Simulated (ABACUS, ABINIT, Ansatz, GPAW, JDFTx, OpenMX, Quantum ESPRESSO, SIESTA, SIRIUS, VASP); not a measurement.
# C: programs and potentials compared

```
C
1.0
     0.00000    1.78337    1.78337
     1.78337    0.00000    1.78337
     1.78337    1.78337    0.00000
C
2
Direct
  0.75000 0.75000 0.75000
  0.50000 0.50000 0.50000
```

Alike in all runs: task single point; functional PBE; k mesh 13 × 13 × 13; occupations fermi-dirac, width 0.05 eV; no spin polarisation; no spin-orbit coupling. Pressure is positive in compression and, in plane waves, holds the error of the finite cutoff, which Ansatz's Pulay term estimates and takes out.

| program and potentials | plane-wave cutoff (eV) | notes | pressure (GPa) |
| --- | --- | --- | --- |
| ABACUS, PseudoDojo NC SR 0.4.1 PBE standard, plane waves | 1116 | - | 1.84 |
| Quantum ESPRESSO, SSSP 1.3 efficiency PBE | 748 | - | 1.94 |
| SIESTA, files PseudoDojo sr-pbe-0.4.1-standard, DZP (energy shift 0.003 Ry) | - | atomic basis | 10.29 |
| JDFTx, PseudoDojo-SR-PBE-0.5-standard | 1116 | - | 1.85 |
| SIESTA, files PseudoDojo sr-pbe-0.4.1-standard, DZP (energy shift 0.002 Ry) | - | atomic basis | 10.19 |
| VASP, PBE PAW files C, 520 eV | 520 | - | ? |
| SIRIUS, PseudoDojo 0.4.1 PBE standard (scalar relativistic) | 1127 | - | 1.88 |
| Ansatz, all-electron LAPW, scalar-relativistic | - | - | 1.75 |
| ABINIT, JTH PAW PBE v2.0 | 517 | - | 1.10 |
| Ansatz, Ansatz PAW (earlier soft set) | 420 | Pulay term of +0.60 GPa included | 1.79 |
| OpenMX, OpenMX 2013 PBE set, C6.0-s2p2d1, grid cutoff 300 Ry | - | atomic basis | 1.87 |
| GPAW, GPAW PAW data sets (gpaw-data 1.2.1) | 800 | - | 1.42 |

**Question.** Estimate from the other rows what the run with VASP, PBE PAW files C, 520 eV gave.

**Answer.** Pressure 2.46 GPa. The other rows, which needn't bracket it: pressure 1.10 to 10.29.
